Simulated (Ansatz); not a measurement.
TaN:

```
CELL_PARAMETERS angstrom
0.00000 2.21132 2.21132
2.21132 0.00000 2.21132
2.21132 2.21132 0.00000
ATOMIC_POSITIONS crystal
Ta 0.50000 0.50000 0.50000
N 0.00000 0.00000 0.00000
```

The cell comes from a database or a generator and needn't be the stable form of this composition.

| Quantity | Value |
| --- | --- |
| Program | Ansatz 0.2.0 |
| Task | relaxation of cell and atoms |
| Functional | RPBE |
| Dispersion | D4 |
| Potentials or basis | all-electron LAPW, scalar-relativistic |
| Basis error allowed | 0.001 eV/atom |
| k mesh | 10 × 10 × 10 |
| Occupations | fermi-dirac, width 0.05 eV |
| Spin | no spin polarisation |

At the start: volume 10.81 Å³/atom.

Task: Where does the relaxation end?

Result: Over 5 steps the energy falls by 5.7 meV/atom and the volume is 10.57 Å³/atom (-2.3 %); space group Fm-3m (No. 225, to 0.05 Å).

Step by step:
```csv
step,energy change (eV),largest force (eV/Å),volume (Å³)
1,0.0000,0.0000,21.63
2,-0.0098,0.0000,20.95
3,-0.0115,0.0000,21.14
4,-0.0115,0.0000,21.13
5,-0.0115,0.0000,21.13
```

Final structure:
```
Ta N
1.0
     0.00000    2.19435    2.19435
     2.19435    0.00000    2.19435
     2.19435    2.19435    0.00000
Ta N
1 1
Direct
  0.50000 0.50000 0.50000
  0.00000 0.00000 0.00000
```
